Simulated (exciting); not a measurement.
A run of exciting (release sodium):

The input input.xml:

```xml
<input>
  <title>Pt</title>
  <structure speciespath="./" tshift="false">
    <crystal scale="1">
      <basevect>5.216901935533 0.000000000000 0.000000000000</basevect>
      <basevect>-2.608450967767 4.517969605154 0.000000000000</basevect>
      <basevect>0.000000000000 0.000000000000 9.055820812507</basevect>
    </crystal>
    <species speciesfile="Pt.xml" rmt="2.3">
      <atom coord="0.333333333300 0.666666666700 0.250000000000"/>
      <atom coord="0.666666666700 0.333333333300 0.750000000000"/>
    </species>
  </structure>
  <groundstate do="fromscratch" ngridk="11 11 6" rgkmax="9" gmaxvr="14" lmaxapw="10" lmaxmat="10" lmaxvr="8" xctype="GGA_PBE_SOL" stype="Fermi Dirac" swidth="0.00183747" nempty="18" ValenceRelativity="iora*" epsengy="1e-05" epspot="1e-05" maxscl="60" tforce="true" outputlevel="normal"/>
</input>
```

Potentials or basis: all-electron LAPW+lo, shipped species files, valence relativity iora*.

The run is started by

```console
$ OMP_NUM_THREADS=1 exciting_smp
```

Hardware: 1 thread of Arm Neoverse V2, on a shared host.

How long does it take, and how much memory?

It took 2.5 min on 1 thread of Arm Neoverse V2, on a shared host, peak memory 0.13 GiB. Counts: scf iterations 18, plane waves 227.
